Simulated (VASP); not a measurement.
Level of theory: PBE GGA with D3 dispersion (Becke-Johnson damping), VASP's PBE PAW potentials (set 64) (plane waves; VASP 6.6.1).

A VASP calculation is set up with these files.

### INCAR
```
# general
SYSTEM  = CsBr
PREC    = Accurate
ENCUT   = 520
LREAL   = F   # projection in real space or not
LASPH   = T   # aspherical one-centre terms

# electronic loop
EDIFF   = 1E-7
NELM    = 100   # most electronic steps
ALGO    = Normal   # blocked Davidson
LMAXMIX = 4

# smearing
ISMEAR  = 0   # Gaussian
SIGMA   = 0.05   # width (eV)

# functional
GGA     = PE
IVDW    = 12   # D3, Becke-Johnson

# ions
ISIF    = 2   # forces and stress, cell fixed

# output
LWAVE   = F
LCHARG  = F
```

KPOINTS:
```
K-points
0
G
  6 6 6
```

File POSCAR:
```
CsBr
1
    4.3054962397     0.0000000000     0.0000000000
    0.0000000000     4.3054962397     0.0000000000
    0.0000000000     0.0000000000     4.3054962397
Cs Br
1 1
Direct
  0.0000000000   0.0000000000   0.0000000000
  0.5000000000   0.5000000000   0.5000000000
```

POTCAR, in this order: Cs_sv Br (PBE.64 set). Program: vasp_std.

The resulting files:

### OSZICAR
```
       N       E                     dE             d eps       ncg     rms          rms(c)
DAV:   1     0.953765105546E+02    0.95377E+02   -0.64955E+03   480   0.112E+03
DAV:   2     0.126519074766E+01   -0.94111E+02   -0.86462E+02   704   0.179E+02
DAV:   3    -0.620050050632E+01   -0.74657E+01   -0.74399E+01   584   0.584E+01
DAV:   4    -0.627695642486E+01   -0.76456E-01   -0.76414E-01   576   0.701E+00
DAV:   5    -0.627758035771E+01   -0.62393E-03   -0.62390E-03   592   0.632E-01    0.180E+00
DAV:   6    -0.604568756494E+01    0.23189E+00   -0.35414E-01   532   0.307E+00    0.110E+00
DAV:   7    -0.600804334525E+01    0.37644E-01   -0.18090E-01   592   0.223E+00    0.583E-01
DAV:   8    -0.601079314783E+01   -0.27498E-02   -0.11334E-02   536   0.773E-01    0.912E-02
DAV:   9    -0.601116819831E+01   -0.37505E-03   -0.20539E-03   580   0.289E-01    0.762E-02
DAV:  10    -0.601122786429E+01   -0.59666E-04   -0.13341E-04   556   0.976E-02    0.132E-02
DAV:  11    -0.601123404996E+01   -0.61857E-05   -0.33077E-05   568   0.381E-02    0.447E-03
DAV:  12    -0.601123390741E+01    0.14255E-06   -0.58286E-06   564   0.160E-02    0.101E-03
DAV:  13    -0.601123394340E+01   -0.35994E-07   -0.14178E-07   468   0.316E-03
   1 F= -.64478718E+01 E0= -.64478718E+01  d E =-.879688E-17
```

OUTCAR:
```
------------------------ aborting loop because EDIFF is reached ----------------------------------------
 Edisp (eV)   -0.43664
  FORCE on cell =-STRESS in cart. coord.  units (eV):
  Direction    XX          YY          ZZ          XY          YZ          ZX
  --------------------------------------------------------------------------------------
  Total       0.01291     0.01291     0.01291    -0.00000    -0.00000     0.00000
  in kB       0.25910     0.25910     0.25910    -0.00000    -0.00000     0.00000
  external pressure =        0.26 kB  Pullay stress =        0.00 kB
  volume of cell :       79.81
      direct lattice vectors                 reciprocal lattice vectors
     4.305496240  0.000000000  0.000000000     0.232261264  0.000000000  0.000000000
     0.000000000  4.305496240  0.000000000     0.000000000  0.232261264  0.000000000
     0.000000000  0.000000000  4.305496240     0.000000000  0.000000000  0.232261264
 POSITION                                       TOTAL-FORCE (eV/Angst)
 -----------------------------------------------------------------------------------
      0.00000      0.00000      0.00000         0.000000      0.000000      0.000000
      2.15275      2.15275      2.15275         0.000000      0.000000      0.000000
 -----------------------------------------------------------------------------------
    total drift:                                0.000000      0.000000     -0.000000
  FREE ENERGIE OF THE ION-ELECTRON SYSTEM (eV)
  ---------------------------------------------------
  free  energy   TOTEN  =        -6.4478717661 eV

  energy  without entropy=       -6.4478717661  energy(sigma->0) =       -6.44787177
```
(Selected blocks of OUTCAR.)

The compound is CsBr in the CsCl type structure. It was relaxed first.
